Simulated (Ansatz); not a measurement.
Here is an unrelaxed guess for WS₂.

```yaml
crystal:
  lattice:
    - [3.05066, 0.00000, 0.00000]
    - [0.00000, 3.05066, 0.00000]
    - [0.00000, 0.00000, 6.32415]
  atoms:
    - { symbol: W, position: [0.00000, 0.00000, 0.00000] }
    - { symbol: S, position: [0.50000, 0.50000, 0.28432] }
    - { symbol: S, position: [0.50000, 0.50000, 0.71568] }
```

Computed with DFT PBE, scalar-relativistic, plane waves, PAW in Ansatz. Plane waves to 420 eV, a k mesh through Γ of 6×6×4 on the computed 3-atom cell and Gaussian smearing (0.10 eV); no spin polarisation.

Energies over the elements count from the elements' standard structures at the same level, with no fitted energy shifts.

Question: How far from equilibrium is it?

Answer: The pressure is -18.3 GPa (the mean over three directions, positive in compression), the largest force is 4.35 eV/Å, and the energy is +0.32 eV/atom against the elements. The shortest distance is 2.73 Å.

Question: How much does it gain on relaxing, and where does it end?

Answer: Relaxing gains about 0.69 eV/atom (the start's value is from the coarse mesh, so the gain is rough) in 17 ionic steps and ends at −0.37 eV/atom on the finer mesh. The symmetry stays P4/mmm (No. 123). The volume per atom grows by 8.0 %, from 19.6 to 21.2 Å³. The shortest distance goes from 2.73 Å (S–S) to 2.55 Å (W–S). The ratio c/a of the conventional cell changes by a factor of 1.18. Conventional cell: a = 2.963 Å, c = 7.241 Å. Around W lie 8 S at 2.55 Å and 4 W at 2.96 Å; S has 4 W at 2.55 Å and 5 S at 2.90–2.96 Å.

The last run used a 16×16×8 mesh (in the run's order of axes) for its 3-atom cell and Gaussian smearing of 0.10 eV. No dispersion correction is applied, so the spacing and binding between layers, chains or molecules are poorly described. Spin–orbit coupling, which can matter for W, is left out. The reference form of S is held partly by dispersion forces, which this level lacks. The relaxation can't lower the symmetry of the start. Symmetry constrained the relaxation, so the result can be a saddle point. Another cell of WS2 relaxed alike, in P-1, lies 0.47 eV/atom lower, so this cell isn't the stable form at this level.
